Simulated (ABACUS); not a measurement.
The system is Ge.

```
Ge
1.0
    -1.60842    1.60842    1.87318
     1.60842   -1.60842    1.87318
     1.60842    1.60842   -1.87318
Ge
1
Direct
  0.50000 0.50000 0.00000
```

The cell was built by a generator and needn't be a form met in nature.

Base run:

| Property | Result |
| --- | --- |
| Program | ABACUS 3.10.1 |
| Functional | PBEsol |
| Potentials or basis | SG15 ONCV 1.2 PBE |
| Cutoff | 1075 eV |
| Density cutoff | 4299 eV |
| Basis | plane waves |
| k mesh | 12 × 12 × 12 |
| Occupations | fermi-dirac, width 0.05 eV |
| Spin | no spin polarisation |

Its results: band gap on the k mesh none (metal or under the smearing width); pressure -3.1 GPa.

**Question.** The run is repeated on the same cell with these changes: functional from PBEsol to SOGGA. What comes out?

**Answer.** Band gap on the k mesh none (metal or under the smearing width); pressure -4.2 GPa.

Caveats: the potentials were made for another functional, which shifts forces and pressure.
